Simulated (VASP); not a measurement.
# Si (Fd-3m) in VASP: notebook

Aim: see how the results for Si move with the level of theory and the settings. Levels: LDA, rev-vdW-DF2. Tasks: relaxation of cell and atoms.

Program: VASP 6.6.1. These are calculated values, not measurements. Logs are shortened: lines on timing, memory, paths and dates and some standing lists are left out, and cuts for length are marked.

## (1) The crystal as given

The structure is cubic, space group Fd-3m (No. 227). Conventional cell: a = 5.403 Å, b = 5.403 Å, c = 5.403 Å, α = 90.00°, β = 90.00°, γ = 90.00°. Si (site symmetry -43m) is surrounded by 4 Si at 2.34 Å.

## (2) Relaxation of cell and atoms, LDA

INCAR reads:

```
ALGO     = Normal         # electronic algorithm
EDIFF    = 1E-7           # SCF threshold, eV
EDIFFG   = -0.005         # ionic threshold
ENCUT    = 600            # plane-wave cutoff, eV
IBRION   = 2              # ionic algorithm
ISIF     = 3              # what is computed and relaxed
ISMEAR   = 0              # smearing method
LASPH    = T              # aspherical terms in the spheres
LCHARG   = F              # write CHGCAR
LREAL    = F              # projectors in reciprocal space
LWAVE    = F              # write WAVECAR
NELM     = 80             # most SCF steps
NSW      = 90             # ionic steps
PREC     = Accurate       # precision mode
SIGMA    = 0.03           # smearing width, eV
```

KPOINTS reads:

```
k-points
0
Gamma
  10 10 10
```

POSCAR reads:

```
Si                                      
1.0
   -0.0000000000      2.7014939879      2.7014939879
    2.7014939879      0.0000000000      2.7014939879
    2.7014939879      2.7014939879     -0.0000000000
  Si            
     2
Direct
     0.7500000000000000    0.7500000000000000    0.7500000000000000
     0.5000000000000000    0.5000000000000000    0.5000000000000000
```

Potentials or basis: VASP PAW LDA potentials, release 64 (Si).

On the command line:

```sh
> cat potpaw_LDA.64/Si/POTCAR > POTCAR
> mpirun -np 1 vasp_std > vasp.out
```

OUTCAR:

```text
EDIFF = 1E-7
   EDIFFG = -0.005
   ENCUT = 600
   IBRION = 2
   ISIF = 3
   ISMEAR = 0
   LASPH = T
   LREAL = F
   NELM = 80
   NSW = 90
   PREC = Accurate

 ion  position               nearest neighbor table
   1  0.750  0.750  0.750-   2 2.34   2 2.34   2 2.34   2 2.34
   2  0.500  0.500  0.500-   1 2.34   1 2.34   1 2.34   1 2.34

  LATTYP: Found a face centered cubic cell.
 ALAT       =     5.4029879758

  Lattice vectors:

 A1 = (   0.0000000000,   2.7014939879,   2.7014939879)
 A2 = (   2.7014939879,   0.0000000000,   2.7014939879)
 A3 = (   2.7014939879,   2.7014939879,   0.0000000000)

Analysis of symmetry for initial positions (statically):
=====================================================================
 Subroutine PRICEL returns:
 Original cell was already a primitive cell.

 Routine SETGRP: Setting up the symmetry group for a
 face centered cubic supercell.

 Subroutine GETGRP returns: Found 48 space group operations
 (whereof 24 operations were pure point group operations)
 out of a pool of 48 trial point group operations.

The static configuration has the point symmetry T_d .
 The point group associated with its full space group is O_h .

Analysis of symmetry for dynamics (positions and initial velocities):
=====================================================================
 Subroutine PRICEL returns:
 Original cell was already a primitive cell.

 Routine SETGRP: Setting up the symmetry group for a
 face centered cubic supercell.

 Subroutine GETGRP returns: Found 48 space group operations
 (whereof 24 operations were pure point group operations)
 out of a pool of 48 trial point group operations.

The dynamic configuration has the point symmetry T_d .
 The point group associated with its full space group is O_h .

 Subroutine INISYM returns: Found 48 space group operations
 (whereof 24 operations are pure point group operations),
 and found     1 'primitive' translations

----------------------------------------------------------------------------------------

                                     Primitive cell

  volume of cell :      39.4314

  direct lattice vectors                    reciprocal lattice vectors
     0.000000000  2.701493988  2.701493988    -0.185082774  0.185082774  0.185082774
     2.701493988  0.000000000  2.701493988     0.185082774 -0.185082774  0.185082774
     2.701493988  2.701493988  0.000000000     0.185082774  0.185082774 -0.185082774

  length of vectors
     3.820489436  3.820489436  3.820489436     0.320572767  0.320572767  0.320572767

  position of ions in fractional coordinates (direct lattice)
     0.750000000  0.750000000  0.750000000
     0.500000000  0.500000000  0.500000000

  ion indices of the primitive-cell ions
   primitive index   ion index
                 1           1
                 2           2

----------------------------------------------------------------------------------------

 KPOINTS: k-points

Automatic generation of k-mesh.
 Grid dimensions read from file:
 generate k-points for:   10   10   10

 Generating k-lattice:

  Cartesian coordinates                     Fractional coordinates (reciprocal lattice)
    -0.018508277  0.018508277  0.018508277     0.100000000  0.000000000  0.000000000
     0.018508277 -0.018508277  0.018508277     0.000000000  0.100000000  0.000000000
     0.018508277  0.018508277 -0.018508277     0.000000000  0.000000000  0.100000000

  Length of vectors
     0.032057277  0.032057277  0.032057277

  Shift w.r.t. Gamma in fractional coordinates (k-lattice)
     0.000000000  0.000000000  0.000000000

 Subroutine IBZKPT returns following result:
 ===========================================

 Found     47 irreducible k-points:

 Following reciprocal coordinates:
            Coordinates               Weight
  0.000000  0.000000  0.000000      1.000000
  0.100000  0.000000  0.000000      8.000000
  0.200000  0.000000  0.000000      8.000000
  0.300000  0.000000  0.000000      8.000000
  0.400000  0.000000  0.000000      8.000000
  0.500000  0.000000  0.000000      4.000000
[... 16 lines left out ...]
  0.300000  0.300000  0.000000      6.000000
  0.400000  0.300000  0.000000     24.000000
 [... further k-points ...]
   k-points           NKPTS =     47   k-points in BZ     NKDIM =     47   number of bands    NBANDS=      8
   number of dos      NEDOS =    301   number of ions     NIONS =      2
   total plane-waves  NPLWV =  32768
   dimension x,y,z NGX =    32 NGY =   32 NGZ =   32
   dimension x,y,z NGXF=    64 NGYF=   64 NGZF=   64
   ions per type =               2
   NGX,Y,Z   is equivalent  to a cutoff of  13.92, 13.92, 13.92 a.u.
   NGXF,Y,Z  is equivalent  to a cutoff of  27.85, 27.85, 27.85 a.u.
 SYSTEM =  unknown system
   PREC   = accura    normal or accurate (medium, high low for compatibility)
   ISTART =      0    job   : 0-new  1-cont  2-samecut
   ICHARG =      2    charge: 1-file 2-atom 10-const
   ISPIN  =      1    spin polarized calculation?
   LNONCOLLINEAR =      F non collinear calculations
   LSORBIT =      F    spin-orbit coupling
   LASPH  =      T    aspherical Exc in radial PAW
   ENCUT  =  600.0 eV  44.10 Ry    6.64 a.u.   7.63  7.63  7.63*2*pi/ulx,y,z
   NELM   =     80;   NELMIN=  2; NELMDL= -5     # of ELM steps
   EDIFF  = 0.1E-06   stopping-criterion for ELM
   LREAL  =      F    real-space projection
   EDIFFG = -.5E-02   stopping-criterion for IOM
   NSW    =     90    number of steps for IOM
   IBRION =      2    ionic relax: 0-MD 1-quasi-New 2-CG
   NFREE  =      1    steps in history (QN), initial steepest desc. (CG)
   ISIF   =      3    stress and relaxation
   ISYM   =      2    0-nonsym 1-usesym 2-fastsym
   POTIM  = 0.5000    time-step for ionic-motion
   TEBEG  =    0.0;   TEEND  =   0.0 temperature during run
   PSTRESS=    0.0 pullay stress
   NELECT =       8.0000    total number of electrons
   NUPDOWN=      -1.0000    fix difference up-down
   EMIN   =  10.00;   EMAX   =-10.00  energy-range for DOS
   EFERMI =   0.00;   METHOD = LEGACY
   ISMEAR =     0;   SIGMA  =   0.03  broadening in eV -4-tet -1-fermi 0-gaus
   EFERMI_NEDOS =   21; number of points for ismear=-14 and -15
   IALGO  =     38    algorithm
   IMIX   =      4    mixing-type and parameters
     AMIX     =   0.40;   BMIX     =  1.00
     AMIX_MAG =   1.60;   BMIX_MAG =  1.00
  volume/ion in A,a.u.               =      19.72       133.05
  Fermi-wavevector in a.u.,A,eV,Ry     =   0.961961  1.817843 12.590411  0.925369
  Thomas-Fermi vector in A             =   2.091379
   LORBIT       =      0    0 simple, 1 ext, 2 COOP (PROOUT), +10 PAW based schemes
   GGA     = CA    functional components
   LHFCALC =     F    Hartree Fock is set to
   AEXX    =    0.0000 exact exchange contribution
   IVDW    =     0    specifies the selected vdW correction
   LEPSILON=     F    determine dielectric tensor
   LRPA    =     F    only Hartree local field effects (RPA)
 conjugate gradient relaxation of ions
 non-spin polarized calculation
 Gauss-broadening in eV      SIGMA  =   0.03
  energy-cutoff  :      600.00
  volume of cell :       39.43
 maximum number of plane-waves:      1363
   NGX = 15   NGY = 15   NGZ = 15

 number of electron       7.9999999 magnetization

 Free energy of the ion-electron system (eV)
  ---------------------------------------------------
  ext. energy  EPLUGINS =         0.00000000
  ---------------------------------------------------
  free energy    TOTEN  =       -11.91928984 eV

  energy without entropy =      -11.91928984  energy(sigma->0) =      -11.91928984

 E-fermi :   6.0915     XC(G=0):  -9.6634

 val. band max:        5.9273976786   @ k =   0.0000   0.0000   0.0000
 cond. band min:       6.3809854618   @ k =   0.4000   0.4000   0.0000
 fundamental gap:      0.4535877831
 Fermi energy:         6.0915429288

 k-point     1 :       0.0000    0.0000    0.0000
  band No.  band energies     occupation
      1      -6.1351      2.00000
      2       5.9274      2.00000
      3       5.9274      2.00000
      4       5.9274      2.00000
      5       8.4580      0.00000
      6       8.4580      0.00000
      7       8.4580      0.00000
      8       9.3130      0.00000

 k-point     2 :       0.1000    0.0000    0.0000
  band No.  band energies     occupation
      1      -6.0025      2.00000
      2       4.7687      2.00000
      3       5.7253      2.00000
      4       5.7253      2.00000
      5       8.4683      0.00000
      6       8.7547      0.00000
      7       8.7547      0.00000
      8      10.2272      0.00000

 k-point     3 :       0.2000    0.0000    0.0000
  band No.  band energies     occupation
      1      -5.6105      2.00000
      2       2.8855      2.00000
      3       5.3401      2.00000
      4       5.3401      2.00000
      5       8.1048      0.00000
      6       9.2648      0.00000
      7       9.2648      0.00000
      8      11.9695      0.00000

 k-point     4 :       0.3000    0.0000    0.0000
  band No.  band energies     occupation
      1      -4.9854      2.00000
      2       1.0780      2.00000
      3       5.0033      2.00000
      4       5.0033      2.00000
      5       7.7368      0.00000
      6       9.4235      0.00000
      7       9.4235      0.00000
      8      13.4878      0.00000

 k-point     5 :       0.4000    0.0000    0.0000
  band No.  band energies     occupation
      1      -4.2232      2.00000
      2      -0.4206      2.00000
      3       4.7906      2.00000
      4       4.7906      2.00000
      5       7.4947      0.00000
      6       9.2933      0.00000
      7       9.2933      0.00000
      8      13.5884      0.00000
[... 177 lines left out ...]
 k-point    22 :      -0.2000    0.2000    0.0000
  band No.  band energies     occupation
      1      -4.7667      2.00000
      2       1.4249      2.00000
      3       2.8571      2.00000
      4       5.0749      2.00000
      5       8.7774      0.00000
      6       9.8974      0.00000
      7      10.1841      0.00000
      8      11.6164      0.00000

 k-point    23 :       0.3000    0.3000    0.0000
  band No.  band energies     occupation
      1      -4.5650      2.00000
      2       1.5010      2.00000
      3       3.6633      2.00000
      4       3.6633      2.00000
      5       6.6775      0.00000
      6       8.2246      0.00000
      7      12.5751      0.00000
      8      12.5751      0.00000

 k-point    24 :       0.4000    0.3000    0.0000
  band No.  band energies     occupation
      1      -3.9432      2.00000
      2       0.4859      2.00000
      3       3.0148      2.00000
      4       3.4568      2.00000
      5       6.8657      0.00000
      6       8.0598      0.00000
      7      12.8744      0.00000
      8      12.9904      0.00000

 [... further k-points ...]
[... 5 lines left out ...]
  --------------------------------------------------------------------------------------
  -------------------------------------------------------------------------------------
  Total       -0.0000892     -0.0000892     -0.0000892      0.0000000      0.0000000     -0.0000000
  in kB       -0.0036235     -0.0036235     -0.0036235      0.0000000      0.0000000     -0.0000000
  external PRESSURE =      -0.0036235 kB  Pullay stress =       0.0000000 kB

 VOLUME and BASIS-vectors are now :
 -----------------------------------------------------------------------------
  energy-cutoff  :      600.00
  volume of cell :       39.43
      direct lattice vectors                 reciprocal lattice vectors
     0.000000000  2.701493988  2.701493988    -0.185082774  0.185082774  0.185082774
     2.701493988  0.000000000  2.701493988     0.185082774 -0.185082774  0.185082774
     2.701493988  2.701493988  0.000000000     0.185082774  0.185082774 -0.185082774

 POSITION                                       TOTAL-FORCE (eV/Angst)
 -----------------------------------------------------------------------------------
      4.05224      4.05224      4.05224         0.000000      0.000000      0.000000
      2.70149      2.70149      2.70149        -0.000000     -0.000000     -0.000000
 -----------------------------------------------------------------------------------
    total drift:                               -0.000000     -0.000000     -0.000000

  FREE ENERGIE OF THE ION-ELECTRON SYSTEM (eV)
  ---------------------------------------------------
  free  energy   TOTEN  =       -11.9192898399 eV

  energy  without entropy=      -11.9192898399  energy(sigma->0) =      -11.91928984

 reached required accuracy - stopping structural energy minimisation
```

Run time: 5.6 s. Hardware: 1 thread of AMD EPYC 9R45 (Zen 5), shared host; peak memory 0.12 GiB.

Results:

```yaml
Free_energy: -11.9193 eV
Pressure_after_relaxing: 0.0 GPa
Band_gap_on_the_k_mesh: 0.45 eV, indirect (least direct gap 2.53 eV)
```

Final structure:
```
Si
1.0
     0.00000    2.70149    2.70149
     2.70149    0.00000    2.70149
     2.70149    2.70149    0.00000
Si
2
Direct
  0.75000 0.75000 0.75000
  0.50000 0.50000 0.50000
```

Levels at points of the mesh, in eV from the valence-band top:
| k point | band 1 | band 2 | band 3 | band 4 | band 5 | band 6 | band 7 | band 8 |
| --- | --- | --- | --- | --- | --- | --- | --- | --- |
| (0.00, 0.00, 0.00) | -12.06 | 0.00 | 0.00 | 0.00 | 2.53 | 2.53 | 2.53 | 3.39 |
| (0.50, 0.00, 0.00) | -9.69 | -7.06 | -1.21 | -1.21 | 1.48 | 3.29 | 3.29 | 7.54 |
| (0.50, 0.50, 0.00) | -7.86 | -7.86 | -2.89 | -2.89 | 0.58 | 0.58 | 10.11 | 10.11 |

Caveat: the relaxation stopped at its first step, so nothing moved. LDA gaps usually lie below the measured ones, often by a third to a half.

## (3) Relaxation of cell and atoms, rev-vdW-DF2

This run uses another cell than the first one, of 19.98 Å³/atom, 1.013 times its volume.

INCAR reads:

```
AGGAC = 0.0 ; ALGO = Normal
EDIFF = 1E-6 ; EDIFFG = -0.01
ENCUT = 600 ; GGA = MK
IBRION = 2 ; ISIF = 3
ISMEAR = 0 ; LASPH = T
LCHARG = F ; LREAL = F
LUSE_VDW = T ; LWAVE = F
NELM = 80 ; NSW = 90
PARAM1 = 0.1234 ; PARAM2 = 0.711357
PREC = Accurate ; SIGMA = 0.03
ZAB_VDW = -1.8867
```

KPOINTS is that of step 2.

POSCAR reads:

```
Si
1.0
    0.0000000000      2.7135600000      2.7135600000
    2.7135600000      0.0000000000      2.7135600000
    2.7135600000      2.7135600000      0.0000000000
Si
2
Direct
    0.7500000000      0.7500000000      0.7500000000
    0.5000000000      0.5000000000      0.5000000000
```

Potentials or basis: VASP PAW PBE potentials, release 64 (Si).

On the command line:

```sh
> cat potpaw_PBE.64/Si/POTCAR > POTCAR
> mpirun -np 1 vasp_std > vasp.out
```

Wall time 65 s (1 thread of Intel Xeon 6975P-C (Granite Rapids), shared host); peak memory 0.38 GiB.

Results (log left out):

| Property | Result |
| --- | --- |
| Free energy | -8.8277 eV |
| Relaxed volume | 20.30 Å³/atom |
| Relaxed cell | a = 3.858 Å, b = 3.858 Å, c = 3.858 Å, α = 60.00°, β = 60.00°, γ = 60.00° |
| Space group after relaxing (to 0.05 Å) | Fd-3m (No. 227) |
| Energy gained by relaxing | 1.4 meV/atom |
| Ionic steps | 3 |
| Pressure after relaxing | 0.0 GPa |
| Band gap on the k mesh | 0.61 eV, indirect (least direct gap 2.59 eV) |

The path:
```
step  energy change (eV)  largest force (eV/Å)  pressure (GPa)  volume (Å³)
   1              0.0000                0.0000            1.48        39.96
   2             -0.0015                0.0000           -0.96        41.04
   3             -0.0029                0.0000            0.00        40.59
```

Final structure:
```yaml
crystal:
  lattice:
    - [0.00000, 2.72779, 2.72779]
    - [2.72779, 0.00000, 2.72779]
    - [2.72779, 2.72779, 0.00000]
  atoms:
    - { symbol: Si, position: [0.75000, 0.75000, 0.75000] }
    - { symbol: Si, position: [0.50000, 0.50000, 0.50000] }
```

Levels at points of the mesh, in eV from the valence-band top:
```csv
k point,band 2,band 3,band 4,band 5,band 6,band 7
"(0.00, 0.00, 0.00)",0.00,0.00,0.00,2.59,2.59,2.59
"(0.50, 0.00, 0.00)",-6.89,-1.18,-1.18,1.50,3.38,3.38
"(0.50, 0.50, 0.00)",-7.75,-2.80,-2.80,0.74,0.74,10.01
```

Caveat: the PAW data sets were made with another functional, which shifts forces and pressure a little.

## (4) Relaxation of cell and atoms, rev-vdW-DF2

This run uses another cell than the first one, of 20.30 Å³/atom, 1.029 times its volume.

INCAR, as its differences from that of step 3:

```diff
@@ -1,3 +1,3 @@
 AGGAC = 0.0 ; ALGO = Normal
-EDIFF = 1E-6 ; EDIFFG = -0.01
+EDIFF = 1E-7 ; EDIFFG = -0.005
 ENCUT = 600 ; GGA = MK
```

KPOINTS is that of step 3.

POSCAR reads:

```
Si                                      
1.0
   -0.0000000000      2.7277913266      2.7277913266
    2.7277913266     -0.0000000000      2.7277913266
    2.7277913266      2.7277913266      0.0000000000
  Si            
     2
Direct
     0.7500000000000000    0.7500000000000000    0.7500000000000000
     0.5000000000000000    0.5000000000000000    0.5000000000000000
```

Potentials or basis: VASP PAW PBE potentials, release 64 (Si).

On the command line:

```sh
> cat potpaw_PBE.64/Si/POTCAR > POTCAR
> mpirun -np 1 vasp_std > vasp.out
```

OUTCAR:

```text
EDIFF = 1E-7
   EDIFFG = -0.005
   ENCUT = 600
   GGA = MK
   IBRION = 2
   ISIF = 3
   ISMEAR = 0
   LASPH = T
   LREAL = F
   NELM = 80
   NSW = 90
   PREC = Accurate

 ion  position               nearest neighbor table
   1  0.750  0.750  0.750-   2 2.36   2 2.36   2 2.36   2 2.36
   2  0.500  0.500  0.500-   1 2.36   1 2.36   1 2.36   1 2.36

  LATTYP: Found a face centered cubic cell.
 ALAT       =     5.4555826532

  Lattice vectors:

[... 450 lines left out ...]
      5       6.7181      0.00000
      6       7.9099      0.00000
      7      12.5439      0.00000
      8      12.6864      0.00000

 [... further k-points ...]
[... 5 lines left out ...]
  --------------------------------------------------------------------------------------
  -------------------------------------------------------------------------------------
  Total        0.0011499      0.0011499      0.0011499      0.0000000      0.0000000     -0.0000000
  in kB        0.0453832      0.0453832      0.0453832      0.0000000      0.0000000     -0.0000000
  external PRESSURE =       0.0453832 kB  Pullay stress =       0.0000000 kB

 VOLUME and BASIS-vectors are now :
 -----------------------------------------------------------------------------
  energy-cutoff  :      600.00
  volume of cell :       40.59
      direct lattice vectors                 reciprocal lattice vectors
     0.000000000  2.727791327  2.727791327    -0.183298479  0.183298479  0.183298479
     2.727791327  0.000000000  2.727791327     0.183298479 -0.183298479  0.183298479
     2.727791327  2.727791327  0.000000000     0.183298479  0.183298479 -0.183298479

 POSITION                                       TOTAL-FORCE (eV/Angst)
 -----------------------------------------------------------------------------------
      4.09169      4.09169      4.09169        -0.000000     -0.000000     -0.000000
      2.72779      2.72779      2.72779         0.000000      0.000000      0.000000
 -----------------------------------------------------------------------------------
    total drift:                               -0.000000     -0.000000     -0.000000

  FREE ENERGIE OF THE ION-ELECTRON SYSTEM (eV)
  ---------------------------------------------------
  free  energy   TOTEN  =        -8.8277125261 eV

  energy  without entropy=       -8.8277125261  energy(sigma->0) =       -8.82771253

Total vdW correction in eV:      1.1337099

 reached required accuracy - stopping structural energy minimisation
```

Wall time 30 s (1 thread of Intel Xeon 6975P-C (Granite Rapids), shared host); peak memory 0.38 GiB.

Results:

```yaml
Free_energy: -8.8277 eV
Pressure_after_relaxing: 0.0 GPa
Band_gap_on_the_k_mesh: 0.61 eV, indirect (least direct gap 2.59 eV)
```

Final structure:
```yaml
crystal:
  lattice:
    - [0.00000, 2.72779, 2.72779]
    - [2.72779, 0.00000, 2.72779]
    - [2.72779, 2.72779, 0.00000]
  atoms:
    - { symbol: Si, position: [0.75000, 0.75000, 0.75000] }
    - { symbol: Si, position: [0.50000, 0.50000, 0.50000] }
```

Caveat: the relaxation stopped at its first step, so nothing moved; the PAW data sets were made with another functional, which shifts forces and pressure a little.
